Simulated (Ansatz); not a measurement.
Below is a relaxed structure of P. The cell was found from a structure generator's guess, not taken from experiment.

These are results of Ansatz, DFT PBE, scalar-relativistic, plane waves, PAW, not measurements. Cutoff 420 eV, Γ-centred mesh, Gaussian smearing, no spin polarisation.

```
P
1.0
    -4.17886    4.17886    4.17886
     4.17886   -4.17886    4.17886
     4.17886    4.17886   -4.17886
P
12
Direct
  0.19424 0.11523 0.68425
  0.92099 0.30576 0.99001
  0.50999 0.81575 0.93098
  0.38477 0.57901 0.56902
  0.30576 0.99001 0.92099
  0.99001 0.92099 0.30576
  0.57901 0.56902 0.38477
  0.68425 0.19424 0.11523
  0.56902 0.38477 0.57901
  0.81575 0.93098 0.50999
  0.11523 0.68425 0.19424
  0.93098 0.50999 0.81575
```

Energies count from the standard state of P at the same level. The references include black phosphorus.

(1) What space group does it have?

(2) How far does it lie from the standard state of P?

(3) Is it a metal?

(4) From what recipe could a structure generator have reached it?

Answers

(1) I2_13 (No. 199). Conventional cell: a = 8.358 Å. P has 3 P at 2.24 Å.

(2) +0.321 eV/atom. So it is a metastable form at best.

(3) No, the gap on the 6×6×6 mesh is 0.68 eV.

(4) One such recipe: 4-connected net of one element (I2_13, No. 199). Other recipes can lead to the same cell.

The last run used a 6×6×6 mesh for its 12-atom cell and Gaussian smearing of 0.02 eV. Kohn–Sham gaps at this level usually fall short of measured ones. The reference form of P is held partly by dispersion forces, which this level lacks. A structure relaxed within its symmetry needn't be a true minimum. Another cell of P relaxed alike, in P4_2/mmc, lies 70 meV/atom lower, so this cell isn't the stable form at this level.
